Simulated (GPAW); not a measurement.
Runs of GPAW 26.7.0 on ZnS (Wurtzite-2H). It takes space group P6_3mc (No. 186, hexagonal). Conventional cell: a = 3.811 Å, b = 3.811 Å, c = 6.234 Å, α = 90.00°, β = 90.00°, γ = 120.00°. Zn (site symmetry 3m) is surrounded by 4 S at 2.31 to 2.40 Å. S (site symmetry 3m) has 4 Zn at 2.31 to 2.40 Å as nearest neighbours. 

```csv
task,level,potentials or basis,cell,cutoff (eV),eigensolver,maxiter,optimizer,fmax,max steps,grid spacing,other keys,gap on the mesh (eV),pressure (GPa),relaxed volume (Å³/atom),largest force (eV/Å)
relaxation of cell and atoms,revTPSS,"GPAW PAW data sets (gpaw-data 1.2.1), pw",relaxed,600,davidson,150,BFGS,0.02 eV/Å,60,-,-,2.24,-0.1,(c),0.02
band structure,PBE,"GPAW PAW data sets (gpaw-data 1.2.1), pw",as given,600,-,150,-,-,-,-,-,2.24,2.4,-,0.33
single point,PBE,"GPAW PAW data sets (gpaw-data 1.2.1), pw",as given,600,-,80,-,-,-,-,"several, not listed",2.24,2.4,-,0.33
band structure,PBE,"GPAW PAW data sets (gpaw-data 1.2.1), lcao:dzp",as given,-,-,150,-,-,-,0.16 Å,-,2.24,-,-,(a)
relaxation of cell and atoms,BP86+D3(BJ),"PAW data sets generated in the run's folder for this functional, pw",relaxed,600,-,150,BFGS,0.05 eV/Å,40,-,-,2.38,0.1,18.68,0.04
relaxation of cell and atoms,r4SCAN,"GPAW PAW data sets (gpaw-data 1.2.1), pw",relaxed,600,-,150,BFGS,0.02 eV/Å,60,-,-,2.78,0.0,19.34,0.01
relaxation of cell and atoms,WC,"PAW data sets generated in the run's folder for this functional, pw",relaxed,600,-,150,BFGS,0.05 eV/Å,40,-,-,(b),0.1,19.18,-
```

Alike in all rows: no spin polarisation; k mesh 6 × 6 × 3; smearing fermi-dirac 0.05 eV.

Problem. Fill in the values left out.

Solution. (a) 0.34; (b) 2.14; (c) 19.92.

Caveats: later steps reuse the first step's grids (some runs); the PAW data sets were made with another functional, which shifts forces and pressure a little (some runs); the real-space grid adds noise to forces (some runs); the basis of atomic orbitals isn't converged, which shifts pressures, moduli and gaps (some runs).

